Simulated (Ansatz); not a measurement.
Au:

```xyz
1
Lattice="-1.6573 1.6573 1.6573 1.6573 -1.6573 1.6573 1.6573 1.6573 -1.6573" Properties=species:S:1:pos:R:3 pbc="T T T"
Au    0.0000    0.0000    0.0000
```

This isn't the form of Au at room conditions, which is fcc.

```yaml
Program: Ansatz 0.2.0
Task: relaxation of cell and atoms
Functional: PBE0
Potentials_or_basis: Ansatz PAW
Cutoff: "420 eV (not typed: the program's choice for these potentials)"
k_mesh: 6 × 6 × 6
Occupations: fermi-dirac, width 0.05 eV
Spin: no spin polarisation
```

At the start: volume 18.21 Å³/atom.

Problem. Where does the relaxation end?

Solution. It ends after 4 steps and the volume is 17.65 Å³/atom (-3.1 %); space group Im-3m (No. 229, to 0.05 Å).

The path:
| step | energy change (eV) | largest force (eV/Å) | volume (Å³) |
| --- | --- | --- | --- |
| 1 | 0.0000 | 0.0000 | 18.21 |
| 2 | -0.0079 | 0.0000 | 17.72 |
| 3 | -0.0080 | 0.0000 | 17.65 |
| 4 | -0.0075 | 0.0000 | 17.65 |

Final structure:
```
CELL_PARAMETERS angstrom
-1.64022 1.64022 1.64022
1.64022 -1.64022 1.64022
1.64022 1.64022 -1.64022
ATOMIC_POSITIONS crystal
Au 0.00000 0.00000 0.00000
```

Caveat: the k mesh is coarse (spacing up to 0.45 Å⁻¹), so the values aren't converged, least of all with exact exchange; the plane-wave basis is chosen anew once the cell has moved, so the energies of steps on either side of that aren't comparable; the PAW data sets come from PBE, with cores solved anew for the run's functional, which leaves a small shift of forces and pressure.
